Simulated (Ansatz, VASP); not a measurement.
AgBr: VASP beside Ansatz

INCAR

```
SYSTEM = AgBr
PREC = Accurate
ENCUT = 600
EDIFF = 1E-7
ISMEAR = 0
SIGMA = 0.02
LREAL = .FALSE.
LASPH = .TRUE.
NELM = 100
ALGO = Fast
ISIF = 3
LWAVE = .FALSE.
LCHARG = .FALSE.
GGA = PE
IVDW = 12
IBRION = 2
NSW = 70
EDIFFG = -0.005
```

Contents of KPOINTS:

```
regular mesh
0
G
  8 8 8
  0 0 0
```

POSCAR

```
AgBr
1.0
    0.0000000000      2.9216612883      2.9216612883
    2.9216612883      0.0000000000      2.9216612883
    2.9216612883      2.9216612883      0.0000000000
Ag Br
1 1
Direct
    0.0000000000      0.0000000000      0.0000000000
    0.5000000000      0.5000000000      0.5000000000
```

Input for Ansatz:

```yaml
crystal:
  lattice:
    - [0.0, 2.9216612883, 2.9216612883]
    - [2.9216612883, 0.0, 2.9216612883]
    - [2.9216612883, 2.9216612883, 0.0]
  atoms:
    - { symbol: Ag, position: [0.0, 0.0, 0.0] }
    - { symbol: Br, position: [0.5, 0.5, 0.5] }
basis:
  ecutwfc: 420
kpoints:
  mp_grid: { grid: [8, 8, 8] }
hamiltonian:
  xc: pbe
  dispersion: d3bj
scf:
  occupations: { method: gaussian, width: 0.02 }
output:
  forces: true
  stress: true
  eigenvalues: true
relax:
  adjacent_minimum: "off"
  f_tol: 0.005
  max_steps: 50
  cell: { stress_tol: 0.05 }
```

Alike in both runs: task relaxation of cell and atoms; functional PBE; dispersion D3(BJ); k mesh 8 × 8 × 8; occupations gaussian, width 0.02 eV; no spin polarisation.

|  | VASP | Ansatz |
| --- | --- | --- |
| version | VASP 6.6.1 | Ansatz 0.2.0 |
| potentials or method | VASP PAW PBE potentials, release 64 (Ag, Br) | scalar-relativistic, plane waves, PAW |
| plane-wave cutoff (eV) | 600 | 420 |
| valence electrons in the cell | 18 | 26 |

Ansatz gave:

| Quantity | Value |
| --- | --- |
| gap on the k mesh at the Fermi level, each at its own relaxed structure (eV) | 0.67 |
| relaxed volume (Å³/atom) | 23.54 |
| relaxed cell length with the largest relative difference (Å) | 4.053 |
| energy change over the relaxation (meV/atom) | -11 |

Q: What did VASP give for the same quantities?

A: gap on the k mesh at the Fermi level, each at its own relaxed structure (eV): 0.67; relaxed volume (Å³/atom): 23.50; relaxed cell length with the largest relative difference (Å): 4.051; energy change over the relaxation (meV/atom): -12.

The two sets of potentials don't hold the same shells in valence.

A k mesh can miss the band edges. PBE gaps usually lie below the measured ones, often by a third to a half.
